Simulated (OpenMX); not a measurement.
Runs of OpenMX 3.8.5 on Ta2N. It takes space group P-3m1 (No. 164, trigonal). Conventional cell: a = 3.113 Å, b = 3.113 Å, c = 4.870 Å, α = 90.00°, β = 90.00°, γ = 120.00°. Ta (site symmetry 3m) has 3 N at 2.18 Å as nearest neighbours. Around N (site symmetry -3m) lie 6 Ta at 2.18 Å. The cell comes from a database or a generator and needn't be the stable form of this composition.

```csv
level,gap on the mesh (eV),pressure (GPa),largest force (eV/Å)
PBE+D3(BJ),none,-9.4,0.05
PBE+D4,none,-6.6,0.03
PBE+D3,none,-9.4,0.06
PBE,none,(a),(b)
```

Alike in all rows: task single point; potentials or basis OpenMX 2013 PBE set, Ta7.0-s3p2d2f1, N6.0-s2p2d1, grid cutoff 400 Ry; no spin polarisation; cell as given; k mesh 7 × 7 × 5; smearing fermi-dirac 0.05 eV.

**Question.** Estimate the missing entries.

**Answer.** (a) -3.1; (b) 0.04.

Caveats: the basis of atomic orbitals isn't converged, which shifts pressures, moduli and gaps; pairwise dispersion overbinds metals, which lowers pressure and volume (some runs).

A k mesh can miss the band edges, and the runs leave out spin-orbit coupling on Ta.

A gap of «none» marks a metal or a gap under the smearing width.
